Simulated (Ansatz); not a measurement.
Crystal: TiO2.

```xyz
12
Lattice="-2.9732 3.2874 3.2874 2.9732 -3.2874 3.2874 2.9732 3.2874 -3.2874" Properties=species:S:1:pos:R:3 pbc="T T T"
Ti    1.4866   -1.6437    1.6437
Ti    1.4866    1.6437   -1.6437
Ti    0.0000    1.6437    1.6124
Ti    2.9732    1.6437    1.6750
O     1.4875    1.6437    2.9263
O     1.4857    4.9311   -0.3611
O     0.0000    0.3609    4.9286
O     2.9732   -0.3609    1.6412
O     0.0000    3.6483    1.6462
O     1.4875   -1.6437    3.6485
O     2.9732    2.9264   -1.6412
O     1.4857    1.6437    0.3611
```

The cell is a database's computed one.

Base run:

| Quantity | Value |
| --- | --- |
| Program | Ansatz 0.2.0 |
| Functional | PBE |
| Potentials or basis | Ansatz PAW |
| Cutoff | 300 eV |
| Density cutoff | 1200 eV |
| k mesh | 6 × 6 × 6 |
| Occupations | fermi-dirac, width 0.05 eV |
| Spin | no spin polarisation |

Its results: band gap on the k mesh 1.79 eV; pressure -2.9 GPa; largest force 0.143 eV/Å.

Problem. The run is repeated on the same cell with these changes: cutoff from 300 eV to 420 eV (not typed: the program's choice for these potentials); k mesh from 6 × 6 × 6 to 11 × 11 × 11. What comes out?

Solution. Band gap on the k mesh 1.84 eV; pressure -1.4 GPa; largest force 0.060 eV/Å.

Caveats: the pressure holds a Pulay correction of +33.8 GPa for the finite cutoff (some runs); the cutoff lies under the one recommended for these potentials (some runs); odd divisions of the mesh miss points on the zone boundary, where band edges often lie, so the gap on the mesh can be too wide (some runs).

A k mesh can miss the band edges.
